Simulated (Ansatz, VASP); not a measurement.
One calculation of Sn, two programs

INCAR

```
  PREC = Accurate
  ENCUT = 520
  EDIFF = 1E-7
  ISMEAR = -1
  SIGMA = 0.05
  LREAL = F
  LASPH = T
  NELM = 150
  ALGO = Normal
  ISIF = 2
  LWAVE = F
  LCHARG = T
  LNONCOLLINEAR = T
  MAGMOM = 0 0 0
  LORBIT = 11
  LSORBIT = T
  GGA_COMPAT = F
  LORBMOM = T
  GGA = PE
  LVHAR = T
  NBANDS = 25
```

Contents of KPOINTS:

```
Automatic mesh
0
Gamma
  16 16 16
```

Contents of POSCAR:

```
Sn
1.0
   -2.0291894110      2.0291894110      1.6607599896
    2.0291894110     -2.0291894110      1.6607599896
    2.0291894110      2.0291894110     -1.6607599896
Sn
1
Direct
    0.0000000000      0.0000000000      0.0000000000
```

Input for Ansatz:

```yaml
crystal:
  lattice:
    - [-2.029189411, 2.029189411, 1.6607599896]
    - [2.029189411, -2.029189411, 1.6607599896]
    - [2.029189411, 2.029189411, -1.6607599896]
  atoms:
    - { symbol: Sn, position: [0.0, 0.0, 0.0] }
kpoints:
  mp_grid: { grid: [16, 16, 16] }
  band_path:
    path:
      - [0.0, 0.0, 0.0]
      - [0.0, 0.0, 0.5]
      - [-0.5, 0.5, 0.5]
      - [0.0, 0.0, 0.0]
      - [0.4174590337, 0.4174590337, -0.4174590337]
      - [-0.4174590337, 0.5825409663, 0.4174590337]
      - [-0.5, 0.5, 0.5]
      - [0.0, 0.0, 0.5]
      - [0.25, 0.25, 0.25]
    npoints: 5
scf:
  occupations: { method: fermi_dirac, width: 0.05 }
hamiltonian:
  xc: pbe
  pseudopotentials: { kind: all_electron, lapw: { basis_error: 0.001 } }
output:
  forces: true
  stress: true
  eigenvalues: true
magnetization:
  noncollinear: true
  spin_orbit: true
```

Alike in both runs: task single point; functional PBE; k mesh 16 × 16 × 16; occupations fermi-dirac, width 0.05 eV; non-collinear spin, spin-orbit coupling.

```csv
,VASP,Ansatz
version,VASP 6.6.1,Ansatz 0.2.0
potentials or method,"VASP PAW PBE potentials, release 64 (Sn_d)",all-electron LAPW
plane-wave cutoff (eV),520,see its input
```

```csv
,VASP,Ansatz,Ansatz less VASP
pressure (GPa),1.0,1.0,+0.04
largest component of the traceless stress (GPa),0.54,0.54,-0.004
net moment per atom (μB),0.00,0.00,0.000
```

Ansatz ran all-electron here, so the differences hold the error of VASP's frozen core and of both bases.
